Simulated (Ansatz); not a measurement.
Structure from Materials Project entry mp-58 (possibly hypothetical), not relaxed further.

K: DFT, LDA, PAW with Ansatz's default frozen-core files, scalar-relativistic (Ansatz 0.2.0). What sets it apart from a plain run of this crystal: functional lda.

Command: `ansatz run input.yaml --threads 1 --pin off --max-ram 2048MiB --backend cpu --events-out ev --progress --plain --runs-dir out` The run took 3.2 s on 1 thread of Arm Neoverse V1, with other jobs on the host.

```yaml
crystal:
  lattice:
    - [-2.6975585167, 2.6975585167, 2.6975585167]
    - [2.6975585167, -2.6975585167, 2.6975585167]
    - [2.6975585167, 2.6975585167, -2.6975585167]
  atoms:
    - { symbol: K, position: [0.0, 0.0, 0.0] }
kpoints:
  mp_grid: { grid: [10, 10, 10] }
  band_path:
    path:
      - [0.0, 0.0, 0.0]
      - [0.5, -0.5, 0.5]
      - [0.0, 0.0, 0.5]
      - [0.0, 0.0, 0.0]
      - [0.25, 0.25, 0.25]
      - [0.5, -0.5, 0.5]
      - [0.25, 0.25, 0.25]
      - [0.0, 0.0, 0.5]
    npoints: 5
scf:
  occupations: { method: fermi_dirac, width: 0.05 }
hamiltonian:
  xc: lda
  pseudopotentials: { kind: paw }
output:
  forces: true
  stress: true
  eigenvalues: true
  efg: { contact_densities: true }
```

Output (standing set-up lines are left out):

```
Functional definition: SPW92
  exchange = slater_x
  correlation = pw_c
Basis set: ecut = 420 eV, 1505 PW (Γ)
Functional: x = slater, c = lda
SCF iter   1: F=—  HF=-1496.220033 eV  |F-HF|=—  |Δ(HF+E_count)|=         —  Δρ=3.04e-3  dr2=2.49e-3  ethr=1.77e-3  ⟨swp⟩=5.5  Hψ=3175  notcnv=0
preconditioner: auto → Kerker (q_TF=auto, 1.902 Å⁻¹)  [metal: Δε(μ)=0.096 eV  Ē_g=3.873 eV  σ=0.050 eV  W_gap=0.40  n_scr=12 (ndim 8)  ℏωp=4.2 eV  f_vac=0.000  D(μ)=1.04/eV (n_scr^D=0)]
SCF iter   2: F=—  HF=-1496.219358 eV  |F-HF|=—  |Δ(HF+E_count)|=   6.76e-4  Δρ=1.66e-3  dr2=7.28e-4  ethr=2.77e-5  ⟨swp⟩=1.8  Hψ=893  notcnv=0
SCF iter   3: F=—  HF=-1496.219339 eV  |F-HF|=—  |Δ(HF+E_count)|=   1.86e-5  Δρ=1.99e-4  dr2=3.83e-5  ethr=8.08e-6  ⟨swp⟩=1.0  Hψ=421  notcnv=0  defer=1
SCF iter   4: F=—  HF=-1496.219347 eV  |F-HF|=—  |Δ(HF+E_count)|=   8.21e-6  Δρ=9.54e-5  dr2=7.34e-6  ethr=4.26e-7  ⟨swp⟩=2.4  Hψ=634  notcnv=0  defer=1
SCF iter   5: F=—  HF=-1496.219356 eV  |F-HF|=—  |Δ(HF+E_count)|=   8.75e-6  Δρ=4.18e-5  dr2=1.26e-6  ethr=8.16e-8  ⟨swp⟩=2.0  Hψ=634  notcnv=0  defer=1
SCF iter   6: F=-1496.219355 eV  HF=-1496.219355 eV  |F-HF|=3.79e-8  |Δ(HF+E_count)|=   4.87e-7  Δρ=5.50e-6  dr2=6.29e-8  ethr=1.11e-9  ⟨swp⟩=2.8  Hψ=1539  notcnv=0
SCF 1 converged in 6 iterations: F = -1496.219355 eV  dr2 = 6.29e-8
  greatest PAW one-centre occupation: 0.986 electrons in one spin orbital (limit 2), on the K atom at site 0 (counted from 0), in its partial waves of l = 0
NSCF: frozen V_eff on 36 k-points
SCF converged after 6 iterations
Free energy (F): -1496.219355 eV
Harris-Foulkes:  -1496.219355 eV  (|F-HF|=3.79e-8)
Internal energy: -1496.211203 eV  (E = F + TS)
E sigma→0 (E₀):  -1496.215279 eV
Entropy (-TS):   -0.008153 eV (-8.153 meV/atom)
Fermi energy:    1.315546 eV
--- Per-component energies (eV) ---
  E_band       = -146.278195
  E_kinetic    = 251.469253
  E_local      = -771.034995  (includes V_loc(G=0)·N_el)
  E_nonlocal   = 15.656722
  E_hartree    = 274.639078
  E_xc         = -131.124914
  E_vxc        = -161.111110  (∫ρ·V_xc dr)
  E_paw        = -742.690590  (= ΣΔE_a)
  E_vpaw       = -30.529087  (= ΣTr[D̂ρ^β])
  E_aug_tail   = -0.000003  (compensation charges beyond the density's cutoff)
  E_ewald      = -393.383254
  E_core_change = 0.257500  (= ΣΔE_core)
  E_smearing   = -0.008153  (= −TS)
  E_closure    = -0.000000  (closes the sum)
  Σ components = -1496.219355   (vs F -1496.219355, Δ=0.00e0)
--- Forces (eV/Å), atoms counted from 1 ---
  atom   1  K      0.00000000     0.00000000    -0.00000000
  max |Σ_I F_I| component: 1.03e-31 eV/Å
--- Stress (GPa, compression-positive) ---
       -0.610686      -0.000000       0.000000
       -0.000000      -0.610686      -0.000000
       -0.000000       0.000000      -0.610686
  P = ⅓ Tr σ = -0.6107 GPa (-6.107 kbar)
--- PAW observables at the nuclei: V_zz in 10²¹ V/m², potentials from the cell's mean, atoms counted from 1 ---
  atom   1  K  V_zz =    +0.000000   η = 0.0000   by run symmetry: forbidden
            electrostatic potential = -2057.955278 V   contact ρ = 34520.759530 e/Å³
--- Band table (eV; the first three rows and the last of 47) ---
  k-point 0: bands = ["-30.6013", "-14.2458", "-14.2458", "-14.2458", "-0.7573", "5.4075", "5.4075", "5.4075", "6.2890"]
  k-point 1: bands = ["-30.6010", "-14.2512", "-14.2477", "-14.2458", "-0.6389", "5.2330", "5.2668", "5.4975", "6.1153"]
  k-point 2: bands = ["-30.6002", "-14.2652", "-14.2524", "-14.2458", "-0.2906", "4.5892", "4.9603", "5.7636", "6.0686"]
  k-point 46: bands = ["-30.5956", "-14.2864", "-14.2864", "-14.2864", "3.0289", "3.0289", "4.6011", "4.6011", "4.6011"]
```
